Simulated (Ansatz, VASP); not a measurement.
## One calculation of Te, two programs

```
Te
1.0
     1.90573   -1.10027    4.19308
     0.00000    2.20054    4.19308
    -1.90573   -1.10027    4.19308
Te
2
Direct
  0.25000 0.25000 0.25000
  0.75000 0.75000 0.75000
```

Alike in both runs: functional PBEsol; k mesh 11 × 11 × 11; occupations fermi-dirac, width 0.1 eV; no spin polarisation.

Ansatz relaxed the structure, and its values are those at the end. VASP's run is a single point on that final structure, the one shown.

```csv
,VASP,Ansatz
version,VASP 6.6.1,Ansatz 0.2.0
potentials or method,"VASP PAW PBE potentials, release 64 (Te), cutoff 520 eV","all-electron LAPW, scalar-relativistic"
```

|  | VASP | Ansatz | Ansatz less VASP |
| --- | --- | --- | --- |
| pressure (GPa) | 9.0 | 8.9 | -0.09 |

Ansatz ran all-electron here, so the differences hold the error of VASP's frozen core and of both bases.

Caveats: the PAW data sets were made with another functional, which shifts forces and pressure a little (VASP). The runs have no spin-orbit coupling, so splittings on Te are missing.
